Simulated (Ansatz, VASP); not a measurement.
# TiAl: VASP beside Ansatz

INCAR

```
PREC = Accurate
ENCUT = 520
EDIFF = 1E-7
ISMEAR = -1
SIGMA = 0.05
LREAL = F
LASPH = T
NELM = 80
ALGO = Normal
ISIF = 2
LWAVE = F
LCHARG = F
GGA = PS
NBANDS = 14
```

Contents of KPOINTS:

```
regular mesh
0
Gamma
  11 11 6
```

POSCAR

```
TiAl
1.0
    2.8480182822      0.0000000000      0.0000000000
   -1.4240091410      2.4664561828      0.0000000000
    0.0000000000      0.0000000000      4.6466855238
Ti Al
1 1
Direct
    0.0000000000      0.0000000000      0.0000000000
    0.3333333333      0.6666666667      0.5000000000
```

The input input.yaml:

```yaml
crystal:
  lattice:
    - [2.8480182822, 0.0, 0.0]
    - [-1.424009141, 2.4664561828, 0.0]
    - [0.0, 0.0, 4.6466855238]
  atoms:
    - { symbol: Ti, position: [0.0, 0.0, 0.0] }
    - { symbol: Al, position: [0.3333333333, 0.6666666667, 0.5] }
hamiltonian:
  xc: pbesol
  pseudopotentials: { kind: paw }
kpoints:
  mp_grid: { grid: [11, 11, 6] }
scf:
  occupations: { method: fermi_dirac, width: 0.05 }
output:
  forces: true
  stress: true
  eigenvalues: true
```

Change from the starting cell: volume scaled by 0.98.

Alike in both runs: task single point; functional PBEsol; k mesh 11 × 11 × 6; occupations fermi-dirac, width 0.05 eV; no spin polarisation.

```csv
,VASP,Ansatz
version,VASP 6.6.1,Ansatz 0.2.0
potentials or method,"VASP PAW PBE potentials, release 64 (Ti_sv, Al)",Ansatz PAW
plane-wave cutoff (eV),520,420
valence electrons in the cell,15,15
```

|  | VASP | Ansatz | Ansatz less VASP |
| --- | --- | --- | --- |
| gap on the k mesh at the Fermi level (eV) | none | none | - |
| pressure (GPa) | -0.7 | -0.7 | +0.02 |
| largest component of the traceless stress (GPa) | 0.80 | 0.88 | +0.075 |

A gap of «none» marks a metal or a gap that the smearing closes.

Caveats: the PAW data sets were made with another functional, which shifts forces and pressure a little (VASP); the PAW data sets come from PBE, with cores solved anew for the run's functional, which leaves a small shift of forces and pressure (Ansatz).
